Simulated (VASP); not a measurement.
## Vibrations of GaAs: a test of the settings

Aim: test the modes of GaAs against the numerical settings. The starting structure is a measured crystal structure from the Crystallography Open Database.

Calculated with VASP 6.6.1; Kohn-Sham DFT with plane waves and PAW; LDA.

## 1. The structure

It takes space group F-43m (No. 216, cubic). Conventional cell: a = 5.654 Å, b = 5.654 Å, c = 5.654 Å, α = 90.00°, β = 90.00°, γ = 90.00°. Nearest to As lie 4 Ga at 2.45 Å. Ga has 4 As at 2.45 Å nearest. Farther neighbours are not listed.

## 2. Reference modes

The cell comes from a relaxation at this level, not shown (44.11 Å³).

The input, INCAR:

```
SYSTEM = GaAs
PREC = Accurate
ENCUT = 450
EDIFF = 1E-08
NELM = 100
ISMEAR = 0
SIGMA = 0.03
LREAL = .FALSE.
ALGO = Normal
GGA = CA
NBANDS = 15
LORBIT = 11
LWAVE = .FALSE.
LCHARG = .FALSE.
KPAR = 2
IBRION = 8
LEPSILON = .TRUE.
ISIF = 2
```

The input, POSCAR:

```
GaAs
1.0
    0.0000000000      2.8043737844      2.8043737844
    2.8043737844      0.0000000000      2.8043737844
    2.8043737844      2.8043737844      0.0000000000
As Ga
1 1
Direct
    0.7500000000      0.7500000000      0.7500000000
    0.0000000000      0.0000000000      0.0000000000
```

The input, KPOINTS:

```
Automatic mesh
0
Gamma
6 6 6
0 0 0
```

The projector-augmented-wave data sets are As and Ga_d (LDA family, release 64).

Command:

```sh
mpirun -np 2 vasp_std
```

Log:

```text
[banner, memory and clock lines left out]
running    2 mpi-ranks, on    1 nodes
 distrk:  each k-point on    1 cores,    2 groups
 distr:  one band on    1 cores,    1 groups

 POSCAR found type information on POSCAR AsGa
 POSCAR found :  2 types and       2 ions
 LDA part: xc-table for (Slater(with rela. corr.)+CA(PZ))
 , standard interpolation
 POSCAR, INCAR and KPOINTS ok, starting setup
 FFT: planning ... GRIDC
 FFT: planning ... GRID_SOFT
 FFT: planning ... GRID
 WAVECAR not read
 entering main loop
       N       E                     dE             d eps       ncg     rms          rms(c)
DAV:   1     0.781365202911E+02    0.78137E+02   -0.83979E+03   488   0.155E+03
DAV:   2    -0.352670706203E+01   -0.81663E+02   -0.77940E+02   550   0.305E+02
DAV:   3    -0.974882256041E+01   -0.62221E+01   -0.62028E+01   564   0.678E+01
DAV:   4    -0.985378787202E+01   -0.10497E+00   -0.10495E+00   579   0.988E+00
DAV:   5    -0.985521550012E+01   -0.14276E-02   -0.14276E-02   592   0.101E+00    0.307E+00
DAV:   6    -0.966162075546E+01    0.19359E+00   -0.23348E-01   762   0.889E+00    0.180E+00
DAV:   7    -0.961786903403E+01    0.43752E-01   -0.68781E-02   673   0.204E+00    0.526E-01
DAV:   8    -0.961460472450E+01    0.32643E-02   -0.95001E-03   599   0.112E+00    0.109E-01
DAV:   9    -0.961457709801E+01    0.27626E-04   -0.73316E-04   600   0.348E-01    0.425E-02
DAV:  10    -0.961458310380E+01   -0.60058E-05   -0.42409E-05   727   0.705E-02    0.225E-02
DAV:  11    -0.961458824292E+01   -0.51391E-05   -0.70154E-06   571   0.420E-02    0.256E-03
DAV:  12    -0.961458811880E+01    0.12412E-06   -0.52891E-07   739   0.105E-02    0.200E-03
DAV:  13    -0.961458812092E+01   -0.21232E-08   -0.72333E-08   592   0.220E-03
   1 F= -.96145881E+01 E0= -.96145881E+01  d E =-.108533E-11
 Linear response reoptimize wavefunctions to high precision
DAV:   1    -0.961458812105E+01   -0.12369E-09   -0.13873E-09   503   0.313E-04
DAV:   2    -0.961458812108E+01   -0.29559E-10   -0.12067E-10   352   0.113E-04
 Linear response G [H, r] |phi>, progress :
  Direction:   1
       N       E                     dE             d eps       ncg     rms
RMM:   1    -0.416757567059E+02   -0.41676E+02    0.24707E+02   571   0.231E+02
RMM:   2    -0.574858411681E+02   -0.15810E+02   -0.34719E+01   965   0.344E+01
RMM:   3    -0.585283833565E+02   -0.10425E+01   -0.23409E+00   941   0.810E+00
RMM:   4    -0.585811021378E+02   -0.52719E-01   -0.21372E-01  1017   0.247E+00
RMM:   5    -0.585802216903E+02    0.88045E-03   -0.17312E-02  1010   0.613E-01
RMM:   6    -0.585804404566E+02   -0.21877E-03   -0.20005E-03  1034   0.190E-01
RMM:   7    -0.585803992584E+02    0.41198E-04   -0.32192E-04  1037   0.639E-02
RMM:   8    -0.585803932827E+02    0.59757E-05   -0.69107E-05  1050   0.244E-02
RMM:   9    -0.585803907923E+02    0.24904E-05   -0.22535E-05  1028   0.109E-02
RMM:  10    -0.585803904654E+02    0.32689E-06   -0.14806E-05   992   0.571E-03
RMM:  11    -0.585803902890E+02    0.17640E-06   -0.12370E-05   873   0.371E-03
RMM:  12    -0.585803899408E+02    0.34819E-06   -0.86584E-06   773   0.294E-03
RMM:  13    -0.585803902534E+02   -0.31262E-06   -0.11796E-05   641   0.254E-03
RMM:  14    -0.585803898957E+02    0.35773E-06   -0.81766E-06   580   0.242E-03
RMM:  15    -0.585803901635E+02   -0.26775E-06   -0.10890E-05   538   0.223E-03
RMM:  16    -0.585803900147E+02    0.14880E-06   -0.94263E-06   524   0.226E-03
RMM:  17    -0.585803900712E+02   -0.56557E-07   -0.99935E-06   511   0.221E-03
 Linear response G [H, r] |phi>, progress :
  Direction:   2
       N       E                     dE             d eps       ncg     rms
RMM:   1    -0.409078328348E+02   -0.40908E+02    0.21655E+02   575   0.230E+02
RMM:   2    -0.578920987498E+02   -0.16984E+02   -0.28293E+01   967   0.337E+01
RMM:   3    -0.595999401537E+02   -0.17078E+01   -0.22999E+00   939   0.826E+00
RMM:   4    -0.596709068139E+02   -0.70967E-01   -0.18960E-01  1010   0.253E+00
RMM:   5    -0.596727308884E+02   -0.18241E-02   -0.17753E-02  1006   0.640E-01
RMM:   6    -0.596730521814E+02   -0.32129E-03   -0.19372E-03  1025   0.191E-01
RMM:   7    -0.596730200016E+02    0.32180E-04   -0.33852E-04  1039   0.639E-02
RMM:   8    -0.596730160535E+02    0.39482E-05   -0.91025E-05  1041   0.238E-02
RMM:   9    -0.596730147554E+02    0.12981E-05   -0.57017E-05  1036   0.110E-02
RMM:  10    -0.596730136011E+02    0.11543E-05   -0.41495E-05   994   0.625E-03
RMM:  11    -0.596730137840E+02   -0.18296E-06   -0.42390E-05   869   0.453E-03
RMM:  12    -0.596730135935E+02    0.19053E-06   -0.40597E-05   736   0.364E-03
RMM:  13    -0.596730132809E+02    0.31258E-06   -0.37153E-05   627   0.348E-03
RMM:  14    -0.596730138598E+02   -0.57891E-06   -0.43195E-05   579   0.313E-03
RMM:  15    -0.596730130003E+02    0.85958E-06   -0.34345E-05   537   0.321E-03
RMM:  16    -0.596730141877E+02   -0.11874E-05   -0.46471E-05   544   0.302E-03
RMM:  17    -0.596730129261E+02    0.12616E-05   -0.33636E-05   526   0.317E-03
 Linear response G [H, r] |phi>, progress :
  Direction:   3
       N       E                     dE             d eps       ncg     rms
RMM:   1    -0.355115989349E+02   -0.35512E+02    0.28136E+02   560   0.221E+02
RMM:   2    -0.409023950718E+02   -0.53908E+01   -0.36218E+01   935   0.310E+01
RMM:   3    -0.405695499355E+02    0.33285E+00   -0.16612E+00   964   0.787E+00
[...]
RMM:   5    -0.677148497366E+01    0.12088E-03   -0.26741E-03  2763   0.419E-01    0.463E-02
RMM:   6    -0.677822898627E+01   -0.67440E-02   -0.29044E-04  2822   0.108E-01    0.143E-02
RMM:   7    -0.677821784148E+01    0.11145E-04   -0.19106E-05  2866   0.314E-02    0.580E-03
RMM:   8    -0.677838284979E+01   -0.16501E-03   -0.18286E-05  2850   0.107E-02    0.829E-04
RMM:   9    -0.677838437033E+01   -0.15205E-05   -0.26156E-07  2897   0.383E-03    0.389E-04
RMM:  10    -0.677837645483E+01    0.79155E-05   -0.27974E-06  2899   0.149E-03    0.568E-05
RMM:  11    -0.677837841932E+01   -0.19645E-05    0.43405E-07  2811   0.590E-04    0.403E-05
RMM:  12    -0.677837973922E+01   -0.13199E-05    0.54280E-07  2345   0.283E-04    0.726E-06
 change of polarisation eV/A/(eV/A) component  2 :     1.767    13.178     0.419
 dielectric tensor                  component  2 :     7.247    55.059     1.720
 Linear response to external field, progress :
  Direction:   3
       N       E                     dE             d eps       ncg     rms          rms(c)
RMM:   1    -0.718459491541E+00   -0.71846E+00    0.43283E+00  1509   0.847E+00
RMM:   2    -0.669960725863E+01   -0.59811E+01   -0.27759E-02  2645   0.190E+00    0.271E+00
RMM:   3    -0.666319186504E+01    0.36415E-01   -0.41817E-02  2758   0.130E+00    0.158E+00
RMM:   4    -0.677152726959E+01   -0.10834E+00   -0.48274E-02  2761   0.154E+00    0.101E-01
RMM:   5    -0.677151280256E+01    0.14467E-04   -0.27011E-03  2763   0.420E-01    0.461E-02
RMM:   6    -0.677823244024E+01   -0.67196E-02   -0.27990E-04  2824   0.108E-01    0.142E-02
RMM:   7    -0.677822372623E+01    0.87140E-05   -0.18567E-05  2860   0.314E-02    0.576E-03
RMM:   8    -0.677838138315E+01   -0.15766E-03   -0.16285E-05  2862   0.107E-02    0.830E-04
RMM:   9    -0.677838358685E+01   -0.22037E-05   -0.60801E-07  2899   0.381E-03    0.379E-04
RMM:  10    -0.677837651371E+01    0.70731E-05   -0.27649E-06  2900   0.148E-03    0.566E-05
RMM:  11    -0.677837717586E+01   -0.66215E-06    0.77509E-07  2823   0.586E-04    0.395E-05
RMM:  12    -0.677837892588E+01   -0.17500E-05    0.41927E-07  2348   0.280E-04    0.735E-06
 change of polarisation eV/A/(eV/A) component  3 :     1.438     0.763    13.178
 dielectric tensor                  component  3 :     5.899     3.131    55.059
 Linear response DOF=           2
 Linear response progress:
  Degree of freedom:   1/  2
       N       E                     dE             d eps       ncg     rms          rms(c)
RMM:   1    -0.449226365869E-01   -0.44923E-01    0.63924E-02  3020   0.154E+00
RMM:   2    -0.444919638128E-01    0.43067E-03   -0.41314E-03  2471   0.392E-01    0.838E-02
RMM:   3    -0.444533883082E-01    0.38576E-04   -0.48176E-04  2711   0.126E-01    0.461E-02
RMM:   4    -0.446156646641E-01   -0.16228E-03   -0.16615E-04  2716   0.569E-02    0.417E-03
RMM:   5    -0.446098366438E-01    0.58280E-05   -0.18867E-05  2832   0.167E-02    0.235E-03
RMM:   6    -0.445962912829E-01    0.13545E-04    0.13428E-07  2722   0.507E-03    0.639E-04
RMM:   7    -0.445963580258E-01   -0.66743E-07    0.32141E-07  2792   0.179E-03    0.301E-04
RMM:   8    -0.445951165494E-01    0.12415E-05    0.19732E-07  2718   0.694E-04    0.418E-05
RMM:   9    -0.445950434011E-01    0.73148E-07   -0.57512E-09  2865   0.247E-04    0.135E-05
RMM:  10    -0.445950183968E-01    0.25004E-07   -0.61615E-09  2751   0.104E-04    0.415E-06
RMM:  11    -0.445949621903E-01    0.56206E-07   -0.11911E-09  2770   0.449E-05    0.156E-06
RMM:  12    -0.445949889631E-01   -0.26773E-07   -0.24592E-09  2482   0.232E-05    0.424E-07
RMM:  13    -0.445949706289E-01    0.18334E-07   -0.39576E-09  1618   0.151E-05    0.385E-07
RMM:  14    -0.445949345411E-01    0.36088E-07   -0.42375E-09  1389   0.124E-05    0.121E-07
RMM:  15    -0.445949739433E-01   -0.39402E-07   -0.47988E-09  1143   0.114E-05    0.323E-08
 first order change of Fermi-energy  -0.70463E+00
 force on displaced ion       1 direction 1 :  -9.691  -0.000  -0.000
 Born effective charge ion    1 direction 1 :  -3.063   0.000   0.000
 Linear response progress:
  Degree of freedom:   2/  2
       N       E                     dE             d eps       ncg     rms          rms(c)
RMM:   1    -0.167302891986E+00   -0.16730E+00    0.10744E-01  1745   0.851E+00
RMM:   2    -0.165622197163E+00    0.16807E-02   -0.25460E-02  2588   0.132E+00    0.439E-02
RMM:   3    -0.165771772685E+00   -0.14958E-03   -0.30382E-03  2717   0.369E-01    0.281E-02
RMM:   4    -0.165618570652E+00    0.15320E-03   -0.14860E-03  2861   0.156E-01    0.748E-03
RMM:   5    -0.165613879721E+00    0.46909E-05   -0.21946E-04  2810   0.383E-02    0.378E-03
RMM:   6    -0.165606959845E+00    0.69199E-05   -0.86939E-05  2838   0.139E-02    0.376E-04
RMM:   7    -0.165598930963E+00    0.80289E-05   -0.26380E-05  2814   0.571E-03    0.261E-04
RMM:   8    -0.165598693169E+00    0.23779E-06   -0.21419E-05  2845   0.255E-03    0.860E-05
RMM:   9    -0.165597902223E+00    0.79095E-06   -0.85481E-06  2831   0.113E-03    0.165E-05
RMM:  10    -0.165597297389E+00    0.60483E-06   -0.33843E-06  2848   0.552E-04    0.491E-06
RMM:  11    -0.165597196082E+00    0.10131E-06   -0.24028E-06  2834   0.267E-04    0.309E-06
RMM:  12    -0.165597081799E+00    0.11428E-06   -0.93514E-07  2902   0.141E-04    0.202E-06
RMM:  13    -0.165597154449E+00   -0.72650E-07   -0.16230E-06  2878   0.818E-05    0.959E-07
RMM:  14    -0.165597024425E+00    0.13002E-06   -0.15055E-07  2739   0.531E-05    0.833E-07
[...]
RMM:  19    -0.165597041141E+00   -0.32832E-07   -0.26301E-08  1724   0.268E-05    0.238E-07
RMM:  20    -0.165597019762E+00    0.21379E-07   -0.65616E-09  1685   0.264E-05    0.227E-07
RMM:  21    -0.165597038956E+00   -0.19193E-07   -0.64621E-09  1657   0.262E-05    0.201E-07
RMM:  22    -0.165596979217E+00    0.59739E-07   -0.20368E-09  1635   0.261E-05    0.170E-07
RMM:  23    -0.165597058545E+00   -0.79328E-07   -0.24188E-09  1591   0.261E-05    0.157E-07
RMM:  24    -0.165597040295E+00    0.18250E-07   -0.33476E-09  1585   0.260E-05    0.142E-07
RMM:  25    -0.165596997758E+00    0.42537E-07   -0.40682E-09  1566   0.260E-05    0.117E-07
RMM:  26    -0.165597008790E+00   -0.11032E-07   -0.39132E-09  1578   0.260E-05    0.664E-08
 first order change of Fermi-energy   0.72084E+00
 force on displaced ion       2 direction 1 :  -9.674   0.000   0.000
 Born effective charge ion    2 direction 1 :   2.014   0.000   0.000
 Born effective charges drift removed
 Linear response finished
```

The job ended after 2.3 min (2 MPI ranks of Intel Xeon 6975P-C (Granite Rapids), shared host; peak memory 0.39 GiB; 4.4 min of CPU time).

Lines that name or quote the potential files are left out of all logs, and their timing lines are given in words.

From OUTCAR (step 2):

```text
ion  position               nearest neighbor table
   1  0.750  0.750  0.750-   2 2.43   2 2.43   2 2.43   2 2.43
   2  0.000  0.000  0.000-   1 2.43   1 2.43   1 2.43   1 2.43

  LATTYP: Found a face centered cubic cell.
 ALAT       =     5.6087475688

 Subroutine GETGRP returns: Found 24 space group operations
 (whereof 24 operations were pure point group operations)

The static configuration has the point symmetry T_d .

 Found     16 irreducible k-points:

   k-points           NKPTS =     16   k-points in BZ     NKDIM =     16   number of bands    NBANDS=     15

   dimension x,y,z NGX =    28 NGY =   28 NGZ =   28
   dimension x,y,z NGXF=    56 NGYF=   56 NGZF=   56

   ENCUT  =  450.0 eV  33.07 Ry    5.75 a.u.   6.86  6.86  6.86*2*pi/ulx,y,z

   NELECT =      18.0000    total number of electrons

 k-points in reciprocal lattice and weights: Automatic mesh
   0.00000000  0.00000000  0.00000000       0.005
   0.16666667  0.00000000  0.00000000       0.037
   0.33333333  0.00000000  0.00000000       0.037
   0.50000000  0.00000000  0.00000000       0.019
   0.16666667  0.16666667  0.00000000       0.028
   0.33333333  0.16666667  0.00000000       0.111
   0.50000000  0.16666667  0.00000000       0.111
  -0.33333333  0.16666667  0.00000000       0.111
  -0.16666667  0.16666667  0.00000000       0.056
[...]
-0.33333333  0.33333333  0.16666667       0.111
  -0.33333333  0.50000000  0.16666667       0.056

 average (electrostatic) potential at core
       1 -53.5566       2 -67.3271

  Total       -0.0047105     -0.0047105     -0.0047105      0.0000000     -0.0000000     -0.0000000
  in kB       -0.1710960     -0.1710960     -0.1710960      0.0000000     -0.0000000     -0.0000000
  external PRESSURE =      -0.1710960 kB  Pullay stress =       0.0000000 kB

  energy-cutoff  :      450.00
  volume of cell :       44.11
      direct lattice vectors                 reciprocal lattice vectors
     0.000000000  2.804373784  2.804373784    -0.178292923  0.178292923  0.178292923
     2.804373784  0.000000000  2.804373784     0.178292923 -0.178292923  0.178292923
     2.804373784  2.804373784  0.000000000     0.178292923  0.178292923 -0.178292923

 POSITION                                       TOTAL-FORCE (eV/Angst)
 -----------------------------------------------------------------------------------
      4.20656      4.20656      4.20656        -0.000000      0.000000     -0.000000
      0.00000      0.00000      0.00000         0.000000     -0.000000      0.000000
 -----------------------------------------------------------------------------------
    total drift:                               -0.000001     -0.000001     -0.000001

 MACROSCOPIC STATIC DIELECTRIC TENSOR (including local field effects in DFT)
 ------------------------------------------------------
          55.058711     0.000000    -0.000000
          -0.000000    55.058711     0.000000
           0.000000     0.000000    55.058711
 ------------------------------------------------------

 PIEZOELECTRIC TENSOR (including local field effects)  for field in x, y, z        (C/m^2)
          XX          YY          ZZ          XY          YZ          ZX
  --------------------------------------------------------------------------------
  x    -0.00000     0.00000     0.00000     0.00000     1.31957     0.00000
  y    -0.00000     0.00000    -0.00000     0.00000     0.00000     1.31957
  z     0.00000     0.00000     0.00000     1.31957     0.00000     0.00000

 BORN EFFECTIVE CHARGES (including local field effects) (in |e|, cummulative output)
 ---------------------------------------------------------------------------------
 ion    1
    1    -2.54474    -0.00000    -0.00000
    2     0.00000    -2.54474     0.00000
    3     0.00000     0.00000    -2.54474
 ion    2
    1     2.54474     0.00000     0.00000
    2     0.00000     2.54474     0.00000
    3    -0.00000    -0.00000     2.54474

 Eigenvectors and eigenvalues of the dynamical matrix
 ----------------------------------------------------

   1 f  =    8.094703 THz    50.860520 2PiTHz  270.010234 cm-1    33.476987 meV
             X         Y         Z           dx          dy          dz
      4.206561  4.206561  4.206561     0.000000    0.694590    0.000000
      0.000000  0.000000  0.000000     0.000000   -0.719405    0.000000

   2 f  =    8.094703 THz    50.860520 2PiTHz  270.010234 cm-1    33.476987 meV
             X         Y         Z           dx          dy          dz
      4.206561  4.206561  4.206561    -0.694590    0.000000    0.000000
      0.000000  0.000000  0.000000     0.719405    0.000000    0.000000

   3 f  =    8.094703 THz    50.860520 2PiTHz  270.010234 cm-1    33.476987 meV
             X         Y         Z           dx          dy          dz
      4.206561  4.206561  4.206561     0.000000    0.000000   -0.694590
      0.000000  0.000000  0.000000     0.000000    0.000000    0.719405

   4 f/i=    0.003462 THz     0.021754 2PiTHz    0.115489 cm-1     0.014319 meV
             X         Y         Z           dx          dy          dz
      4.206561  4.206561  4.206561     0.719405    0.000000    0.000000
      0.000000  0.000000  0.000000     0.694590    0.000000    0.000000

   5 f/i=    0.003462 THz     0.021754 2PiTHz    0.115489 cm-1     0.014319 meV
             X         Y         Z           dx          dy          dz
      4.206561  4.206561  4.206561     0.000000   -0.719405    0.000000
      0.000000  0.000000  0.000000     0.000000   -0.694590    0.000000

   6 f/i=    0.003462 THz     0.021754 2PiTHz    0.115489 cm-1     0.014319 meV
             X         Y         Z           dx          dy          dz
      4.206561  4.206561  4.206561     0.000000    0.000000    0.719405
      0.000000  0.000000  0.000000     0.000000    0.000000    0.694590

 MACROSCOPIC STATIC DIELECTRIC TENSOR IONIC CONTRIBUTION
 ------------------------------------------------------
           2.743591    -0.000000     0.000000
          -0.000000     2.743591     0.000000
           0.000000     0.000000     2.743591
 ------------------------------------------------------

 ELASTIC MODULI CONTR FROM IONIC RELAXATION (kBar)
 Direction    XX          YY          ZZ          XY          YZ          ZX
 --------------------------------------------------------------------------------
 XX          -0.0000      0.0000      0.0000     -0.0000      0.0000      0.0000
 YY           0.0000     -0.0000     -0.0000     -0.0000     -0.0000      0.0000
 ZZ           0.0000     -0.0000     -0.0000      0.0000     -0.0000      0.0000
 XY          -0.0000     -0.0000      0.0000   -192.7043     -0.0000     -0.0000
 YZ           0.0000     -0.0000     -0.0000     -0.0000   -192.7043      0.0000
 ZX           0.0000      0.0000      0.0000     -0.0000      0.0000   -192.7043
 --------------------------------------------------------------------------------

 PIEZOELECTRIC TENSOR IONIC CONTR  for field in x, y, z        (C/m^2)
          XX          YY          ZZ          XY          YZ          ZX
  --------------------------------------------------------------------------------
  x     0.00000    -0.00000    -0.00000    -0.00000    -0.68419     0.00000
  y     0.00000     0.00000     0.00000    -0.00000     0.00000    -0.68419
  z    -0.00000    -0.00000     0.00000    -0.68419    -0.00000    -0.00000
```

Energies printed during the response cycles are not total energies of the cell.

Reference: the zone-centre mode is T2 270.0 cm⁻¹.

[end of part 1 of 2]

[Lines on the potential files, build, host, timing and source positions are cut from VASP's logs without a mark.]

[Logs are printed without paths, hosts, clocks, repeated set-up lines and the standing remarks that a program may print on its own settings, such as how far it seeks lower states.]

[Hosts, paths, dates, database ids (printed as entryN), source tags and the programs' standing remarks are cut or masked in the printed files.]
